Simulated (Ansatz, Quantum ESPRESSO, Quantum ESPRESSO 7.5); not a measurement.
## Band offsets of the BAs/BeS(110) superlattice, 5 + 5 layers, a = 4.748 Å

Aim: valence and conduction offsets of the BAs/BeS(110) superlattice, 5 + 5 layers, a = 4.748 Å from the line-up of mean potentials.

Method: plane-wave DFT, LDA, GBRV ultrasoft pseudopotentials (cross-check by Ansatz 0.2.0 with PAW datasets), in Quantum ESPRESSO 7.5.

Most raw output is cut from this account.

## 1. The starting structure

The cell holds 20 atoms: 5 B, 5 As, 5 Be and 5 S. Cell: a = 4.748 Å, b = 3.357 Å, c = 16.787 Å, α = 90.0°, β = 90.0°, γ = 90.0°. Regions: BAs, 10 atoms (5 B and 5 As); BeS, 10 atoms (5 Be and 5 S). The structure's axis is c.

## 2. The superlattice in Ansatz, atoms held

The atoms stay on the ideal cubic sites, so that each half of the superlattice is the very crystal whose bulk edges are computed below.

The input, input.yaml:

```yaml
crystal:
  lattice:
    - [4.748, 0.0, 0.0]
    - [0.0, 3.3573429971, 0.0]
    - [0.0, 0.0, 16.7867149854]
  atoms:
    - { symbol: B, position: [0.0, 0.0, 0.0] }
    - { symbol: As, position: [0.25, 0.5, 0.0] }
    - { symbol: B, position: [0.5, 0.5, 0.1] }
    - { symbol: As, position: [0.75, 0.0, 0.1] }
    - { symbol: B, position: [0.0, 0.0, 0.2] }
    - { symbol: As, position: [0.25, 0.5, 0.2] }
    - { symbol: B, position: [0.5, 0.5, 0.3] }
    - { symbol: As, position: [0.75, 0.0, 0.3] }
    - { symbol: B, position: [0.0, 0.0, 0.4] }
    - { symbol: As, position: [0.25, 0.5, 0.4] }
    - { symbol: Be, position: [0.5, 0.5, 0.5] }
    - { symbol: S, position: [0.75, 0.0, 0.5] }
    - { symbol: Be, position: [0.0, 0.0, 0.6] }
    - { symbol: S, position: [0.25, 0.5, 0.6] }
    - { symbol: Be, position: [0.5, 0.5, 0.7] }
    - { symbol: S, position: [0.75, 0.0, 0.7] }
    - { symbol: Be, position: [0.0, 0.0, 0.8] }
    - { symbol: S, position: [0.25, 0.5, 0.8] }
    - { symbol: Be, position: [0.5, 0.5, 0.9] }
    - { symbol: S, position: [0.75, 0.0, 0.9] }
kpoints:
  mp_grid: { grid: [6, 8, 1] }
hamiltonian:
  xc: lda
scf:
  occupations: { method: fermi_dirac, width: 0.02 }
  convergence: { dr2_threshold: 1.0e-08 }
output:
  eigenvalues: true
  write_potential: true
  write_density: true
  volumetric_format: npy
checkpoint:
  write: relax.run
  compress: false
  write_wavefunctions: false
```

Launch:

```bash
ansatz run input.yaml --threads 4 --pin off --max-ram 8192MiB --backend cpu --events-out ev --progress --plain --runs-dir out
```

Wall time 13 s (4 threads of Arm Neoverse V2, shared host); peak memory 1.1 GiB; 49 s of CPU time.

This step gave:

| Quantity | Value |
| --- | --- |
| free energy | -29416.3162 eV |
| Fermi energy | 9.885 eV |
| gap by band count | 1.175 eV |
| symmetry operations | 4 |

## 3. Self-consistent run of bulk BAs

Each bulk is run alone at the common lattice constant, to place its band edges against its own mean potential.

Level of this step: plane-wave DFT, LDA, GBRV ultrasoft pseudopotentials (Quantum ESPRESSO 7.5).

System of this step: BAs, zinc blende at a = 4.748 Å. Symmetry: F-43m, No. 216, cubic system. The conventional cell has a = 4.748 Å, b = 4.748 Å, c = 4.748 Å, α = 90.00°, β = 90.00°, γ = 90.00°. B has 4 As at 2.06 Å nearest. As has 4 B at 2.06 Å nearest. Farther neighbours are not listed.

The input, a.in:

```
&control
  prefix = 'a'
  outdir = './out'
  pseudo_dir = './pseudo'
  calculation = 'scf'
  tprnfor = .true.
/
&system
  ibrav = 0
  nat = 4
  ntyp = 2
  ecutwfc = 40
  ecutrho = 200
  occupations = 'smearing'
  smearing = 'fd'
  degauss = 0.002
/
&electrons
  conv_thr = 1e-07
  mixing_beta = 0.5
  electron_maxstep = 120
/
ATOMIC_SPECIES
  B   10.8100  b_lda_v1.4.uspp.F.UPF
  As  74.9216  as_lda_v1.uspp.F.UPF
CELL_PARAMETERS angstrom
  4.74800000000000 0.00000000000000 0.00000000000000
  0.00000000000000 3.35734299707373 0.00000000000000
  0.00000000000000 0.00000000000000 3.35734299707373
ATOMIC_POSITIONS crystal
  B   0.000000000000 0.000000000000 0.000000000000
  As  0.250000000000 0.500000000000 0.000000000000
  B   0.500000000000 0.500000000000 0.500000000000
  As  0.750000000000 0.000000000000 0.500000000000
K_POINTS automatic
  6 8 8 0 0 0
```

Launch:

```bash
OMP_NUM_THREADS=1 mpirun -n 4 pw.x -nk 4 -in a.in > a.out
```

Elapsed: 4.8 s, on 4 MPI ranks; peak memory 0.27 GiB; 19 s of CPU time.

This step gave:

| Property | Result |
| --- | --- |
| free energy | -1256.9556 eV |
| Fermi energy | 9.138 eV |

The run needed 9 iterations to bring the estimated error under 1e-07 Ry.

## 4. Band structure of bulk BAs

The density is frozen and the levels are solved along a path.

a.bands.in is the input of step 3 with these lines changed:

```diff
@@ -1,7 +1,6 @@
 &control
-  prefix = 'a'
+  prefix = 'a.bands'
   outdir = './out'
   pseudo_dir = './pseudo'
-  calculation = 'scf'
-  tprnfor = .true.
+  calculation = 'bands'
 /
@@ -16,2 +15,3 @@
   degauss = 0.002
+  nbnd = 16
 /
@@ -34,3 +34,9 @@
   As  0.750000000000 0.000000000000 0.500000000000
-K_POINTS automatic
-  6 8 8 0 0 0
+K_POINTS crystal_b
+6
+  0.0000000000 0.0000000000 0.0000000000 20
+  1.0000000000 0.0000000000 0.0000000000 1
+  0.0000000000 0.0000000000 0.0000000000 20
+  0.5000000000 0.0000000000 0.5000000000 1
+  0.0000000000 0.0000000000 0.0000000000 20
+  0.0000000000 0.5000000000 0.5000000000 1
```

Launch:

```bash
cp -r out/a.save out/a.bands.save
cp out/a.xml out/a.bands.xml
OMP_NUM_THREADS=1 mpirun -n 4 pw.x -nk 4 -in a.bands.in > a.bands.out
```

The job ended after 6.2 s (4 MPI ranks; peak memory 0.21 GiB; 25 s of CPU time).

Numbers from this step:

| Quantity | Value |
| --- | --- |
| valence top, on the run's zero | 8.616 eV |
| conduction bottom, on the run's zero | 9.718 eV |
| gap by band count | 1.102 eV |

Band numbers count within the set of bands kept for display; the cell holds two formula units, so the X point along 001 folds onto the zone centre. Electronic bands along the path, in eV, zero at the Fermi level, which the smearing puts inside the gap; v1 is the highest filled band, c1 the lowest empty one:

| point | v4 | v3 | v2 | v1 | c1 | c2 | c3 | c4 |
| --- | --- | --- | --- | --- | --- | --- | --- | --- |
| L | -2.36 | -2.36 | -2.36 | -2.36 | 2.28 | 2.28 | 4.26 | 4.26 |
| halfway | -5.33 | -3.75 | -1.69 | -1.69 | 1.82 | 2.63 | 4.16 | 4.16 |
| Γ | -4.67 | -0.52 | -0.52 | -0.52 | 0.79 | 0.87 | 2.77 | 2.77 |
| halfway | -5.85 | -4.60 | -3.27 | -3.27 | 1.08 | 4.01 | 4.70 | 5.49 |
| X | -4.67 | -4.67 | -4.67 | -4.67 | 0.79 | 0.79 | 0.87 | 0.87 |

## 5. Electrostatic potential of bulk BAs

plot_num = 11 writes the bare and Hartree potential, whose mean serves as the common reference.

The input, a.pot.in:

```
&inputpp
  prefix = 'a'
  outdir = './out'
  filplot = 'a.pot.dat'
  plot_num = 11
/
```

Launch:

```bash
OMP_NUM_THREADS=1 mpirun -n 4 pp.x -in a.pot.in > a.pot.out
```

Wall time 0.81 s (4 MPI ranks); peak memory 0.09 GiB; 2.7 s of CPU time.

Electrostatic potential energy of an electron; zero at the Fermi level, which the smearing puts inside the gap. The potential energy, planar mean by z:

z (Å), potential energy, planar mean (eV) and a bar from the least value:
```
     0.00       13.1 ##############################
     0.11       12.2 ############################
     0.34        5.6 ################
     0.45        1.5 #########
     0.67       -3.1 
     0.78       -3.0 
     0.90       -3.0 
     1.12       -1.7 ###
     1.23        1.5 #########
     1.34        5.6 ################
     1.57       12.2 ############################
     1.68       13.1 ##############################
     1.90        9.5 #######################
     2.01        5.6 ################
     2.13        1.5 #########
     2.35       -3.1 
     2.46       -3.0 
     2.57       -3.0 
     2.80       -1.7 ###
     2.91        1.5 #########
     3.13        9.5 #######################
     3.25       12.2 ############################
```

## 6. Macroscopic average of bulk BAs

average.x takes the planar mean and smooths it over a window of one repeat.

The input, a.avg.in:

```
1
a.pot.dat
1.0
40
3
6.3444587709
```

Launch:

```bash
OMP_NUM_THREADS=1 average.x < a.avg.in > a.avg.out
```

Elapsed: 0.53 s, on 1 MPI rank; peak memory 0.09 GiB.

Read from the output:

- average.x's running mean over the crystal, on the run's own zero: 12.80 eV
- mean potential by an exact Fourier window over the crystal, on the run's own zero: 12.80 eV

Electrostatic potential energy of an electron; zero at the Fermi level, which the smearing puts inside the gap; window 3.3573 Å. Table of potential energy, running mean by z:

| z (Å) | potential energy, running mean (eV) |
| --- | --- |
| 0.00 | 3.42 |
| 0.08 | 3.44 |
| 0.17 | 3.47 |
| 0.25 | 3.54 |
| 0.34 | 3.61 |
| 0.42 | 3.69 |
| 0.50 | 3.77 |
| 0.59 | 3.82 |
| 0.67 | 3.84 |
| 0.76 | 3.84 |
| 0.92 | 3.84 |
| 1.01 | 3.84 |
| 1.09 | 3.82 |
| 1.18 | 3.77 |
| 1.26 | 3.69 |
| 1.34 | 3.61 |
| 1.43 | 3.54 |
| 1.51 | 3.47 |
| 1.59 | 3.44 |
| 1.68 | 3.42 |
| 1.76 | 3.44 |
| 1.85 | 3.47 |
| 1.93 | 3.54 |
| 2.01 | 3.61 |
| 2.10 | 3.69 |
| 2.18 | 3.77 |
| 2.27 | 3.82 |
| 2.35 | 3.84 |
| 2.52 | 3.83 |
| 2.60 | 3.84 |
| 2.69 | 3.84 |
| 2.77 | 3.82 |
| 2.85 | 3.77 |
| 2.94 | 3.69 |
| 3.02 | 3.61 |
| 3.11 | 3.54 |
| 3.19 | 3.47 |
| 3.27 | 3.44 |

In a crystal the running mean should be flat; that of average.x keeps a ripple of 0.42 eV. The line-up therefore uses an exact Fourier window on the same potential.

## 7. Ground state of bulk BeS

System of this step: BeS, zinc blende at a = 4.748 Å. Symmetry: F-43m, No. 216, cubic system. The conventional cell has a = 4.748 Å, b = 4.748 Å, c = 4.748 Å, α = 90.00°, β = 90.00°, γ = 90.00°. Nearest to Be lie 4 S at 2.06 Å. Nearest to S lie 4 Be at 2.06 Å. Farther neighbours and most contacts between anions are not listed.

The input, b.in:

```
&control
  prefix = 'b'
  outdir = './out'
  pseudo_dir = './pseudo'
  calculation = 'scf'
  tprnfor = .true.
/
&system
  ibrav = 0
  nat = 4
  ntyp = 2
  ecutwfc = 40
  ecutrho = 200
  occupations = 'smearing'
  smearing = 'fd'
  degauss = 0.002
/
&electrons
  conv_thr = 1e-07
  mixing_beta = 0.5
  electron_maxstep = 120
/
ATOMIC_SPECIES
  Be  9.0122  be_lda_v1.4.uspp.F.UPF
  S   32.0600  s_lda_v1.4.uspp.F.UPF
CELL_PARAMETERS angstrom
  4.74800000000000 0.00000000000000 0.00000000000000
  0.00000000000000 3.35734299707373 0.00000000000000
  0.00000000000000 0.00000000000000 3.35734299707373
ATOMIC_POSITIONS crystal
  Be  0.000000000000 0.000000000000 0.000000000000
  S   0.250000000000 0.500000000000 0.000000000000
  Be  0.500000000000 0.500000000000 0.500000000000
  S   0.750000000000 0.000000000000 0.500000000000
K_POINTS automatic
  6 8 8 0 0 0
```

Launch:

```bash
OMP_NUM_THREADS=1 mpirun -n 4 pw.x -nk 4 -in b.in > b.out
```

Wall time 4.4 s (4 MPI ranks); peak memory 0.28 GiB.

This step gave:

| Quantity | Value |
| --- | --- |
| free energy | -1421.7741 eV |
| Fermi energy | 8.224 eV |

## 8. Bands along a path of bulk BeS

b.bands.in is the input of step 7 with these lines changed:

```diff
@@ -1,7 +1,6 @@
 &control
-  prefix = 'b'
+  prefix = 'b.bands'
   outdir = './out'
   pseudo_dir = './pseudo'
-  calculation = 'scf'
-  tprnfor = .true.
+  calculation = 'bands'
 /
@@ -16,2 +15,3 @@
   degauss = 0.002
+  nbnd = 18
 /
@@ -34,3 +34,9 @@
   S   0.750000000000 0.000000000000 0.500000000000
-K_POINTS automatic
-  6 8 8 0 0 0
+K_POINTS crystal_b
+6
+  0.0000000000 0.0000000000 0.0000000000 20
+  1.0000000000 0.0000000000 0.0000000000 1
+  0.0000000000 0.0000000000 0.0000000000 20
+  0.5000000000 0.0000000000 0.5000000000 1
+  0.0000000000 0.0000000000 0.0000000000 20
+  0.0000000000 0.5000000000 0.5000000000 1
```

Launch:

```bash
cp -r out/b.save out/b.bands.save
cp out/b.xml out/b.bands.xml
OMP_NUM_THREADS=1 mpirun -n 4 pw.x -nk 4 -in b.bands.in > b.bands.out
```

Elapsed: 6.5 s, on 4 MPI ranks; peak memory 0.21 GiB; 25 s of CPU time.

Read from the output:

| Item | Value |
| --- | --- |
| valence top, on the run's zero | 6.097 eV |
| conduction bottom, on the run's zero | 8.850 eV |
| gap by band count | 2.753 eV |

Band numbers count within the set of bands kept for display; the cell holds two formula units, so the X point along 001 folds onto the zone centre. The electronic bands at the labelled points (eV, zero at the Fermi level, which the smearing puts inside the gap; v1 is the highest filled band, c1 the lowest empty one):

| point | v4 | v3 | v2 | v1 | c1 | c2 | c3 | c4 |
| --- | --- | --- | --- | --- | --- | --- | --- | --- |
| L | -3.26 | -3.26 | -3.26 | -3.26 | 3.45 | 3.45 | 4.26 | 4.26 |
| halfway | -5.29 | -4.29 | -2.79 | -2.79 | 2.38 | 3.45 | 4.32 | 4.32 |
| Γ | -5.03 | -2.13 | -2.13 | -2.13 | 0.63 | 2.60 | 3.36 | 3.36 |
| halfway | -5.85 | -5.00 | -3.92 | -3.92 | 2.09 | 4.22 | 4.37 | 5.73 |
| X | -5.03 | -5.03 | -5.03 | -5.03 | 0.63 | 0.63 | 2.60 | 2.60 |

## 9. Potential by pp.x of bulk BeS

The input, b.pot.in:

```
&inputpp
  prefix = 'b'
  outdir = './out'
  filplot = 'b.pot.dat'
  plot_num = 11
/
```

Launch:

```bash
OMP_NUM_THREADS=1 mpirun -n 4 pp.x -in b.pot.in > b.pot.out
```

It took 0.99 s on 4 MPI ranks; peak memory 0.09 GiB; 3 s of CPU time.

## 10. Planar and running averages of bulk BeS

The input, b.avg.in:

```
1
b.pot.dat
1.0
40
3
6.3444587709
```

Launch:

```bash
OMP_NUM_THREADS=1 average.x < b.avg.in > b.avg.out
```

Wall time 0.55 s (1 MPI rank); peak memory 0.09 GiB.

Numbers from this step:

| Property | Result |
| --- | --- |
| average.x's running mean over the crystal, on the run's own zero | 2.030 eV |
| mean potential by an exact Fourier window over the crystal, on the run's own zero | 2.030 eV |

In a crystal the running mean should be flat; that of average.x keeps a ripple of 0.22 eV. The line-up therefore uses an exact Fourier window on the same potential.

## 11. Self-consistent run of the superlattice

The superlattice gives the step of the mean potential between the two crystals; (110) layers are neutral, so no field builds up.

System of this step: BAs/BeS(110) superlattice, 5 + 5 layers, a = 4.748 Å. The cell holds 20 atoms: 5 B, 5 As, 5 Be and 5 S. Cell: a = 4.748 Å, b = 3.357 Å, c = 16.787 Å, α = 90.0°, β = 90.0°, γ = 90.0°. Regions: BAs, 10 atoms (5 B and 5 As); BeS, 10 atoms (5 Be and 5 S). The structure's axis is c.

The input, ab.in:

```
&control
  prefix = 'ab'
  outdir = './out'
  pseudo_dir = './pseudo'
  calculation = 'scf'
  tprnfor = .true.
/
&system
  ibrav = 0
  nat = 20
  ntyp = 4
  ecutwfc = 40
  ecutrho = 200
  occupations = 'smearing'
  smearing = 'fd'
  degauss = 0.002
/
&electrons
  conv_thr = 1e-07
  mixing_beta = 0.5
  electron_maxstep = 120
/
ATOMIC_SPECIES
  B   10.8100  b_lda_v1.4.uspp.F.UPF
  As  74.9216  as_lda_v1.uspp.F.UPF
  Be  9.0122  be_lda_v1.4.uspp.F.UPF
  S   32.0600  s_lda_v1.4.uspp.F.UPF
CELL_PARAMETERS angstrom
  4.74800000000000 0.00000000000000 0.00000000000000
  0.00000000000000 3.35734299710000 0.00000000000000
  0.00000000000000 0.00000000000000 16.78671498540000
ATOMIC_POSITIONS crystal
  B   0.000000000000 0.000000000000 0.000000000000
  As  0.250000000000 0.500000000000 0.000000000000
  B   0.500000000000 0.500000000000 0.100000000000
  As  0.750000000000 0.000000000000 0.100000000000
  B   0.000000000000 0.000000000000 0.200000000000
  As  0.250000000000 0.500000000000 0.200000000000
  B   0.500000000000 0.500000000000 0.300000000000
  As  0.750000000000 0.000000000000 0.300000000000
  B   0.000000000000 0.000000000000 0.400000000000
  As  0.250000000000 0.500000000000 0.400000000000
  Be  0.500000000000 0.500000000000 0.500000000000
  S   0.750000000000 0.000000000000 0.500000000000
  Be  0.000000000000 0.000000000000 0.600000000000
  S   0.250000000000 0.500000000000 0.600000000000
  Be  0.500000000000 0.500000000000 0.700000000000
  S   0.750000000000 0.000000000000 0.700000000000
  Be  0.000000000000 0.000000000000 0.800000000000
  S   0.250000000000 0.500000000000 0.800000000000
  Be  0.500000000000 0.500000000000 0.900000000000
  S   0.750000000000 0.000000000000 0.900000000000
K_POINTS automatic
  6 8 1 0 0 0
```

Launch:

```bash
OMP_NUM_THREADS=1 mpirun -n 4 pw.x -nk 2 -in ab.in > ab.out
```

Wall time 74 s (4 MPI ranks); peak memory 0.77 GiB; 4.9 min of CPU time.

Read from the output:

| Quantity | Value |
| --- | --- |
| free energy | -6695.4557 eV |
| Fermi energy | 8.742 eV |

The program's own clock; routines nest. Time by routine:

| routine | wall time (s) | calls |
| --- | --- | --- |
| PWSCF | 72.9 | 1 |
| electrons | 68.81 | 1 |
| c_bands | 59.56 | 11 |
| cegterg | 53.59 | 110 |
| h_psi | 32.8 | 879 |
| fftw | 17.95 | 44642 |
| vloc_psi | 17.09 | 879 |
| calbec | 10.91 | 1029 |
| h_psi:calbec | 7.86 | 879 |
| add_vuspsi | 7.76 | 879 |
| s_psi | 7.7 | 879 |
| sum_band | 7.28 | 11 |
| init_run | 2.6 | 1 |
| cdiaghg | 2.56 | 869 |

The run needed 11 iterations to bring the estimated error under 1e-07 Ry; the largest force on any atom, held or free, is 1.19 eV/Å.

## 12. Potential by pp.x of the superlattice

The input, ab.pot.in:

```
&inputpp
  prefix = 'ab'
  outdir = './out'
  filplot = 'ab.pot.dat'
  plot_num = 11
/
```

Launch:

```bash
OMP_NUM_THREADS=1 mpirun -n 4 pp.x -in ab.pot.in > ab.pot.out
```

Wall time 1.2 s (4 MPI ranks); peak memory 0.11 GiB; 4.3 s of CPU time.

Electrostatic potential energy in the ca plane at fractional y = 0.000, with atoms of B and As and S and Be within 0.2 Å of it. With pseudopotentials it is smooth inside the atoms' cores, unlike the true potential.

Ten even steps from '0' (-75 eV) to '9' (70 eV), each cell a mean:
```
13444444113444443113444443334444443334444442
44469844444479744444311244444311344444311344
54499954554499954554200044554200144544100245
54489954554499844554300145554200245554200245
55446545555456445555432345555433445554433455
55544455555544455555544555555544555555544555
55555555555555555555555555555555555555555555
55555555555555555555555555555555555555555555
55555555555555555555555555555555555555555555
44555555445555555445555554445555554445555554
24455554324555554234555544334555544344555543
02455543003455542003455543434455543434555441
```
Columns run along c (16.8 Å; values clipped at the 3rd and 97th percentile), rows up along a (4.7 Å). Atoms in or near the plane, at fractional coordinates: B at (0.00, 0.00), As at (0.10, 0.75), B at (0.20, 0.00), As at (0.30, 0.75), B at (0.40, 0.00), S at (0.50, 0.75), Be at (0.60, 0.00), S at (0.70, 0.75), Be at (0.80, 0.00), S at (0.90, 0.75).

## 13. Planar and running averages of the superlattice

The input, ab.avg.in:

```
1
ab.pot.dat
1.0
200
3
6.3444587709
```

Launch:

```bash
OMP_NUM_THREADS=1 average.x < ab.avg.in > ab.avg.out
```

Run time: 0.58 s. Hardware: 1 MPI rank; peak memory 0.1 GiB.

Read from the output:

* average.x's running mean in the BAs layers, on the run's own zero: 12.51 eV
* slope of the running mean in the BAs layers: 1.10e-4 eV/Å
* mean potential by an exact Fourier window in the BAs layers, on the run's own zero: 12.51 eV
* average.x's running mean in the BeS layers, on the run's own zero: 2.292 eV
* slope of the running mean in the BeS layers: 2.99e-4 eV/Å
* mean potential by an exact Fourier window in the BeS layers, on the run's own zero: 2.293 eV

Electrostatic potential energy of an electron; zero at the Fermi level; window 3.3573 Å. Potential energy, running mean against z:

z (Å), potential energy, running mean (eV) and a bar from the least value:
```
      0.0       1.25 ######################
      0.5       3.88 ##############################
      1.0       3.96 ##############################
      1.5       3.59 #############################
      2.0       3.71 #############################
      2.5       3.94 ##############################
      3.0       3.73 #############################
      3.5       3.56 #############################
      4.0       3.93 ##############################
      4.5       3.89 ##############################
      5.0       3.54 #############################
      5.5       3.85 ##############################
      6.0       3.99 ##############################
      6.5       2.72 ##########################
      7.0      -0.53 #################
      7.5      -1.28 ###############
      8.0      -1.65 ##############
      8.5      -4.75 #####
      9.0      -6.53 
      9.5      -6.50 
     10.0      -6.34 #
     10.5      -6.45 
     11.0      -6.56 
     11.5      -6.38 
     12.0      -6.38 
     12.5      -6.55 
     13.0      -6.45 
     13.5      -6.34 #
     14.0      -6.50 
     14.5      -6.53 
     15.0      -4.75 #####
     15.5      -1.65 ##############
     16.0      -1.28 ###############
     16.5      -0.54 #################
```

(Part 1 of 2 ends here.)

[Logs are printed without paths, hosts, clocks, repeated set-up lines and the standing remarks that a program may print on its own settings, such as how far it seeks lower states.]

[Hosts, paths, dates, database ids (printed as entryN), source tags and the programs' standing remarks are cut or masked in the printed files.]

[Maps of the electrostatic potential energy from Ansatz leave out the sawtooth potential of an applied field or a dipole correction, so their vacuum need not be flat; planar profiles and work functions include it.]
